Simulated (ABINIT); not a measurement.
Sn:

```
Sn
1.0
    -1.89465    1.89465    1.89465
     1.89465   -1.89465    1.89465
     1.89465    1.89465   -1.89465
Sn
1
Direct
  0.00000 0.00000 0.00000
```

This isn't the form of Sn at room conditions, which is tetragonal (white tin).

| Property | Result |
| --- | --- |
| Program | ABINIT 10.8.3 (patched build) |
| Task | relaxation of cell and atoms |
| Functional | PBEsol |
| Potentials or basis | PseudoDojo NC SR PBEsol v0.4.1 standard |
| Cutoff | 980 eV |
| k mesh | 8 × 8 × 8 |
| Occupations | fermi-dirac, width 0.05 eV |
| Spin | no spin polarisation |

At the start: pressure -1.6 GPa; volume 27.20 Å³/atom.

Question: How do energy, volume and symmetry change on relaxing?

Answer: Over 5 steps the energy falls by 4.8 meV/atom and the volume is 26.27 Å³/atom (-3.4 %); space group Im-3m (No. 229, to 0.05 Å).

Step by step:
```csv
step,energy change (eV),largest force (eV/Å),pressure (GPa),volume (Å³)
1,0.0000,0.0000,-1.58,27.20
2,-0.0012,0.0000,-1.38,27.07
3,-0.0048,0.0000,0.12,26.21
4,-0.0048,0.0000,-0.01,26.28
5,-0.0048,0.0000,0.00,26.27
```

Final structure:
```cif
data_structure
_symmetry_space_group_name_H-M 'P 1'
_symmetry_Int_Tables_number 1
_cell_length_a 3.2437
_cell_length_b 3.2437
_cell_length_c 3.2437
_cell_angle_alpha 109.471
_cell_angle_beta 109.471
_cell_angle_gamma 109.471
_cell_volume 26.27
loop_
_atom_site_label
_atom_site_type_symbol
_atom_site_fract_x
_atom_site_fract_y
_atom_site_fract_z
_atom_site_occupancy
Sn1 Sn 0.00000 0.00000 0.00000 1
```
